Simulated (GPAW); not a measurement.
The system is Ni.

```xyz
1
Lattice="-1.3837 1.3837 1.3837 1.3837 -1.3837 1.3837 1.3837 1.3837 -1.3837" Properties=species:S:1:pos:R:3 pbc="T T T"
Ni    0.0000    0.0000    0.0000
```

This isn't the form of Ni at room conditions, which is fcc.

Base run:

| Property | Result |
| --- | --- |
| Program | GPAW 26.7.0 |
| Functional | r2SCAN |
| Potentials or basis | GPAW PAW data sets (gpaw-data 1.2.1) |
| Cutoff | 600 eV |
| Basis | pw |
| k mesh | 13 × 13 × 13 |
| Occupations | fermi-dirac, width 0.05 eV |
| Spin | collinear spin, ferromagnetic start |
| Starting moments | [1.0] μB |
| Hubbard terms | Ni d U = 4 eV |

Its results: band gap on the k mesh none (metal or under the smearing width); pressure 2.8 GPa; net moment 0.71 μB per cell; site moments Ni +0.80 μB.

**Question.** After a change of settings the same cell gave: band gap on the k mesh none (metal or under the smearing width); pressure 5.1 GPa; net moment 0.83 μB per cell; site moments Ni +0.92 μB. Which change was it?
A. hubbard terms from Ni d U = 4 eV to none
B. hubbard terms from Ni d U = 4 eV to Ni d U = 2 eV
C. hubbard terms from Ni d U = 4 eV to Ni d U = 5 eV

**Answer.** C.

Caveats: the stock nickel data set gives pressures a few GPa off other programs; the PAW data sets were made with another functional, which shifts forces and pressure a little; the U is typed as a test and isn't derived for this compound.

Not every run made on this cell is shown here.
